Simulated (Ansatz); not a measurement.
**Co: pressure against volume**

An exercise on one series of results from a longer session: the logs are not shown, and one member is left open.

Computed with Ansatz 0.2.0 (DFT PBE, scalar-relativistic, unless a step's input says otherwise).

**The structure to begin with**

It takes space group P6_3/mmc (No. 194, hexagonal). The conventional cell has a = 2.519 Å, b = 2.519 Å, c = 4.091 Å, α = 90.00°, β = 90.00°, γ = 120.00°. Co (site symmetry -6m2) is surrounded by 12 Co at 2.51 to 2.52 Å.

Structure file:

```cif
data_structure
_symmetry_space_group_name_H-M 'P6_3/mmc'
_symmetry_Int_Tables_number 194
_cell_length_a 2.5190
_cell_length_b 2.5190
_cell_length_c 4.0910
_cell_angle_alpha 90.000
_cell_angle_beta 90.000
_cell_angle_gamma 120.000
_cell_volume 22.48
loop_
_atom_site_label
_atom_site_type_symbol
_atom_site_symmetry_multiplicity
_atom_site_Wyckoff_symbol
_atom_site_fract_x
_atom_site_fract_y
_atom_site_fract_z
_atom_site_occupancy
Co1 Co 2 c 0.33333 0.66667 0.25000 1
```

The file gives the conventional cell by its symmetry; the runs use the cell typed in the input.

The geometry is a database entry used as it stands. It may stem from high pressure or temperature, or be incomplete, so it serves as a test cell.

Atoms are numbered in the order of the input: Co1, Co2.

The first run:

Contents of input.yaml:

```yaml
crystal:
  lattice:
    - [2.4680156958, 0.0, 0.0]
    - [-1.2340078479, 2.1373642896, 0.0]
    - [0.0, 0.0, 4.0081971921]
  atoms:
    - { symbol: Co, position: [0.3333333333, 0.6666666667, 0.25], spin: 2.0 }
    - { symbol: Co, position: [0.6666666667, 0.3333333333, 0.75], spin: 2.0 }
magnetization:
  spin_polarized: true
kpoints:
  mp_grid: { grid: [19, 19, 10] }
scf:
  occupations: { method: fermi_dirac, width: 0.05 }
hamiltonian:
  xc: pbe
  pseudopotentials: { kind: all_electron, lapw: { basis_error: 0.0005 } }
output:
  forces: true
  stress: true
  eigenvalues: true
```

Started as:

```bash
$ ansatz run input.yaml --threads 1 --pin off --max-ram 3072MiB --backend cpu --events-out ev --progress --plain --runs-dir out
```

Steps of the session up to this table: Volume × 0.9405, LAPW; Volume × 0.9405, PAW; Volume × 0.9405, crystal datasets; Volume × 0.97, LAPW; Volume × 0.97, PAW; Volume × 1.03, LAPW; Volume × 1.03, PAW; Volume × 1.06, LAPW.

One of the session's tables, all rows but one given; the rest of the session is left out.

```
          method  volume (Å³/atom)  F above the lowest (meV/atom)  moment Co1 (μB)
            LAPW            10.572                            5.1             1.64
            LAPW            10.903                              ?                ?
            LAPW            11.241                            8.2             1.70
            LAPW            11.578                           27.7             1.73
            LAPW            11.915                           56.8             1.75
             PAW            10.572                            5.3             1.66
             PAW            10.903                            0.0             1.70
             PAW            11.241                            8.0             1.73
             PAW            11.578                           27.4             1.75
crystal datasets            10.572                              –             1.67
crystal datasets            11.241                              –             1.73
```

Estimate the missing values for LAPW, 10.903.

As computed: F above the lowest (meV/atom): 0.0; moment Co1 (μB): 1.68.

To keep in mind: Shape and positions are held, so a fully relaxed modulus can be lower. Other magnetic orders may lie lower; this is the state that the run reached. Warnings in the runs' records: crystal datasets made, band levels unverified.
